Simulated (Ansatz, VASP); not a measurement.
**TePb (lda) in VASP and in Ansatz**

```
Te Pb
1.0
     0.00000    3.23100    3.23100
     3.23100    0.00000    3.23100
     3.23100    3.23100    0.00000
Te Pb
1 1
Direct
  0.50000 0.50000 0.50000
  0.00000 0.00000 0.00000
```

Alike in both runs: task relaxation of cell and atoms; functional LDA; k mesh 8 × 8 × 8; occupations gaussian, width 0.02 eV; no spin polarisation.

```csv
,VASP,Ansatz
version,VASP 6.6.1,Ansatz 0.2.0
potentials or method,"VASP PAW LDA potentials, release 64 (Te, Pb_d)","scalar-relativistic, plane waves, PAW"
plane-wave cutoff (eV),600,420
valence electrons in the cell,20,30
```

Ansatz gave:

| Property | Result |
| --- | --- |
| gap on the k mesh at the Fermi level, each at its own relaxed structure (eV) | 0.57 |
| relaxed volume (Å³/atom) | 32.47 |
| relaxed cell length with the largest relative difference (Å) | 4.512 |
| energy change over the relaxation (meV/atom) | -7 |

Question: Which values does VASP return?

Answer: gap on the k mesh at the Fermi level, each at its own relaxed structure (eV): 0.56; relaxed volume (Å³/atom): 32.55; relaxed cell length with the largest relative difference (Å): 4.515; energy change over the relaxation (meV/atom): -6.

The two sets of potentials don't hold the same shells in valence.

Caveats: spin-orbit coupling is left out, which as a rule narrows the gap of such compounds by several tenths of an eV. A k mesh can miss the band edges. Zero-point motion and thermal expansion aren't in these numbers.
